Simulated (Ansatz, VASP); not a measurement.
**Cu: VASP beside Ansatz**

```
Cu
1.0
     2.44258    0.00000    0.00000
    -1.22129    2.11534    0.00000
     0.00000    0.00000    3.98913
Cu
2
Direct
  0.33333 0.66667 0.25000
  0.66667 0.33333 0.75000
```

Alike in both runs: functional PBEsol; k mesh 18 × 18 × 10; occupations gaussian, width 0.1 eV; no spin polarisation.

Ansatz relaxed the structure, and its values are those at the end. VASP's run is a single point on that final structure, the one shown.

|  | VASP | Ansatz |
| --- | --- | --- |
| version | VASP 6.6.1 | Ansatz 0.2.0 |
| potentials or method | VASP PAW PBE potentials, release 64 (Cu) | scalar-relativistic, plane waves, PAW |
| plane-wave cutoff (eV) | 520 | 420 |
| valence electrons in the cell | 22 | 38 |

|  | VASP | Ansatz | Ansatz less VASP |
| --- | --- | --- | --- |
| gap on the k mesh at the Fermi level (eV) | none | none | - |
| pressure (GPa) | 20.6 | 19.9 | -0.69 |

A gap of «none» marks a metal or a gap that the smearing closes. The two sets of potentials don't hold the same shells in valence.

Caveats: so large a pressure means that the cell lies far from this level's equilibrium, or that cutoff or potentials fall short (VASP); the potentials were made for another functional, which shifts forces and pressure (VASP).
